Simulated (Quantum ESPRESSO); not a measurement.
## LiH under changes of volume

One of the cells (8.449 Å³/atom); the others are scaled copies at fixed shape and fractional positions:

```
Li H
1.0
     0.00000    2.03675    2.03675
     2.03675    0.00000    2.03675
     2.03675    2.03675    0.00000
Li H
1 1
Cartesian
  0.0000 0.0000 0.0000
  2.0368 2.0368 2.0368
```

```yaml
Program: Quantum ESPRESSO 7.5
Functional: PBEsol
Potentials_or_basis: GBRV 1.5 PBEsol
Cutoff: 612 eV
Density_cutoff: 4898 eV
k_mesh: 11 × 11 × 11
Occupations: fermi-dirac, width 0.05 eV
Spin: no spin polarisation
```

| volume (Å³/atom) | energy over the lowest point (meV/atom) | pressure (GPa) | gap on the mesh (eV) |
| --- | --- | --- | --- |
| 7.942 | 0.00 | -0.3 | 2.94 |
| 8.111 | ? | ? | ? |
| 8.280 | 2.10 | -1.7 | 2.97 |
| 8.449 | 4.20 | -2.3 | 2.98 |
| 8.618 | 6.91 | -2.9 | 2.99 |
| 8.787 | 10.19 | -3.4 | 3.00 |
| 8.956 | 13.98 | -3.8 | 3.01 |

Question: What does the run at 8.111 Å³/atom give?

Answer: Energy over the lowest point 0.68 meV/atom; pressure -1.0 GPa; gap on the mesh 2.95 eV.

Worked out: A Birch-Murnaghan fit of order 3 (a polynomial in V^(-2/3)) to the other rows has its minimum at 7.88 Å³/atom, just outside them, with B0 = V·E''(V) = 37 GPa and B' = 3.3. It gives 0.68 meV/atom at 8.111 Å³/atom, against the run's 0.68, and -dE/dV = -1.0 GPa, against -1.0. A straight line through the other rows of the gap, of slope 0.572 eV per unit of ln V (its deformation potential), gives 2.95 eV, against the run's 2.95.

Energies are extrapolated to zero smearing.

Caveats: an odd mesh through Γ misses points on the zone boundary, where band edges often lie.
